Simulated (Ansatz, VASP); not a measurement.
Two plane-wave programs on Cs

```xyz
1
Lattice="-2.9817 2.9817 2.9817 2.9817 -2.9817 2.9817 2.9817 2.9817 -2.9817" Properties=species:S:1:pos:R:3 pbc="T T T"
Cs    0.0000    0.0000    0.0000
```

Change from the starting cell: volume scaled by 0.96, PAW files.

Alike in both runs: task electric field gradients; functional LDA; k mesh 9 × 9 × 9; occupations fermi-dirac, width 0.05 eV; no spin polarisation.

|  | VASP | Ansatz |
| --- | --- | --- |
| version | VASP 6.6.1 | Ansatz 0.2.0 |
| potentials or method | VASP PAW LDA potentials, release 64 (Cs_sv) | PAW with Ansatz's default frozen-core files, scalar-relativistic |
| plane-wave cutoff (eV) | 520 | 420 |
| valence electrons in the cell | 9 | 9 |

```csv
,VASP,Ansatz,Ansatz less VASP
pressure (GPa),-0.2,-0.2,+0.01
Vzz of the field gradient on the site that differs most (V/Å²),0.0,0.0,0.00
```

Ansatz warned: «gradients_without_spin_orbit».

The runs have no spin-orbit coupling, so splittings on Cs are missing.
